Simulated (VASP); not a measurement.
Input of a VASP 6.6.1 run:

File INCAR:

```
PREC     = Accurate       # precision mode
ENCUT    = 500            # plane-wave cutoff, eV
EDIFF    = 1E-6           # SCF threshold, eV
ISMEAR   = 0              # smearing method
SIGMA    = 0.02           # smearing width, eV
LREAL    = F              # projectors in reciprocal space
LASPH    = T              # aspherical terms in the spheres
NELM     = 120            # most SCF steps
ALGO     = Normal         # electronic algorithm
ISIF     = 2              # what is computed and relaxed
LWAVE    = F              # write WAVECAR
LCHARG   = T              # write CHGCAR
GGA      = PS             # functional
LELF     = T              # ELF
LVHAR    = T            
NBANDS   = 17             # bands
GGA_COMPAT= F
```

Contents of KPOINTS:

```
regular mesh
0
Gamma
  6 6 6
```

The input POSCAR:

```
TePb
1.0
    0.0000000000      3.2217250347      3.2217250347
    3.2217250347      0.0000000000      3.2217250347
    3.2217250347      3.2217250347      0.0000000000
Te Pb
1 1
Direct
    0.5000000000      0.5000000000      0.5000000000
    0.0000000000      0.0000000000      0.0000000000
```

Potentials or basis: VASP PAW PBE potentials, release 64 (Te, Pb_d).

The run is started by

```sh
$ cat potpaw_PBE.64/Te/POTCAR potpaw_PBE.64/Pb_d/POTCAR > POTCAR
$ mpirun -np 1 vasp_std > vasp.out
```

Predict the pressure.

0.0 GPa.

Predict the band gap on the k mesh.

0.65 eV, direct.

Caveat: the PAW data sets were made with another functional, which shifts forces and pressure a little; spin-orbit coupling is left out, which moves the levels of the heavy elements.

**Measured values to compare with.**

From a printed reference work, monograph, for a bulk crystal of TePb at 4.2 K: band gap 0.19 eV (direct).

Against the measured gap of TePb, 0.19 eV (direct; 4.2 K; a printed reference work, monograph), the calculated 0.65 eV is off by +0.46 eV. Spin-orbit coupling on Pb, Te is left out. The value is that of PBEsol on a finite k mesh, which can miss the band edges, without temperature or zero-point motion.
